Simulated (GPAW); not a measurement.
## C in GPAW: the effect of functional

Crystal: C.

```
C
1.0
     2.12732   -1.22828    0.00000
     2.12732    1.22828    0.00000
    -1.37907    0.00000    3.50283
C
2
Direct
  0.16664 0.16664 0.99991
  0.83336 0.83336 0.00009
```

This is a stacking variant of graphite.

Alike in all runs:

- Program: GPAW 26.7.0
- Task: band structure
- Cutoff: 800 eV
- Basis: pw
- k mesh: 13 × 13 × 8
- Occupations: fermi-dirac, width 0.05 eV
- Spin: no spin polarisation

| functional | potentials or basis | pressure (GPa) |
| --- | --- | --- |
| RPBE | the program's PAW data sets (release 1.2.1) made for this functional | ? |
| revPBE | the program's PAW data sets (release 1.2.1) made for this functional | 6.6 |
| BLYP | PAW data sets generated in the run's folder for this functional | 6.2 |

Question: What does the run with functional RPBE give?

Answer: Pressure 7.6 GPa.

Caveats: this functional lacks dispersion, which binds the layers, so the pressure and a relaxed spacing across them are unreliable.

Runs at the PBE level aren't shown here.
